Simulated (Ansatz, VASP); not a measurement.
## NaH in VASP and in Ansatz

INCAR

```
SYSTEM = NaH
PREC     = Accurate       ! precision mode
ENCUT    = 520            ! plane-wave cutoff, eV
EDIFF    = 1E-6           ! SCF threshold, eV
ISMEAR   = -1             ! smearing method
SIGMA    = 0.02           ! smearing width, eV
LREAL    = .FALSE.        ! projectors in reciprocal space
LASPH    = .TRUE.         ! aspherical terms in the spheres
NELM     = 80             ! most SCF steps
ALGO     = Normal         ! electronic algorithm
ISIF     = 2              ! what is computed and relaxed
LWAVE    = .FALSE.        ! write WAVECAR
LCHARG   = .FALSE.        ! write CHGCAR
GGA      = PE             ! functional
NBANDS   = 11             ! bands
```

KPOINTS

```
regular mesh
0
G
  3 3 3
  0 0 0
```

File POSCAR:

```
NaH
1.0
    0.0000000000      2.4400000000      2.4400000000
    2.4400000000      0.0000000000      2.4400000000
    2.4400000000      2.4400000000      0.0000000000
Na H
1 1
Direct
    0.0000000000      0.0000000000      0.0000000000
    0.5000000000      0.5000000000      0.5000000000
```

Input for Ansatz:

```yaml
crystal:
  lattice:
    - [0.0, 2.44, 2.44]
    - [2.44, 0.0, 2.44]
    - [2.44, 2.44, 0.0]
  atoms:
    - { symbol: Na, position: [0.0, 0.0, 0.0] }
    - { symbol: H, position: [0.5, 0.5, 0.5] }
kpoints:
  mp_grid: { grid: [3, 3, 3] }
scf:
  occupations: { method: fermi_dirac, width: 0.02 }
hamiltonian:
  xc: pbe
  pseudopotentials: { kind: all_electron, lapw: { basis_error: 0.00025 } }
output:
  forces: true
  stress: true
  eigenvalues: true
```

Alike in both runs: task single point; functional PBE; k mesh 3 × 3 × 3; occupations fermi-dirac, width 0.02 eV; no spin polarisation.

|  | VASP | Ansatz |
| --- | --- | --- |
| version | VASP 6.6.1 | Ansatz 0.2.0 |
| potentials or method | VASP PAW PBE potentials, release 64 (Na_pv, H) | all-electron LAPW, scalar-relativistic |
| plane-wave cutoff (eV) | 520 | see its input |

|  | VASP | Ansatz | Ansatz less VASP |
| --- | --- | --- | --- |
| gap on the k mesh at the Fermi level (eV) | 5.76 | 5.76 | +0.002 |
| pressure (GPa) | -0.7 | -0.7 | +0.05 |

Ansatz ran all-electron here, so the differences hold the error of VASP's frozen core and of both bases.

Caveats: the k mesh is coarse (spacing up to 0.74 Å⁻¹), so the values aren't converged; an odd mesh through Γ misses points on the zone boundary, where band edges often lie. PBE gaps usually lie below the measured ones, often by a third to a half.
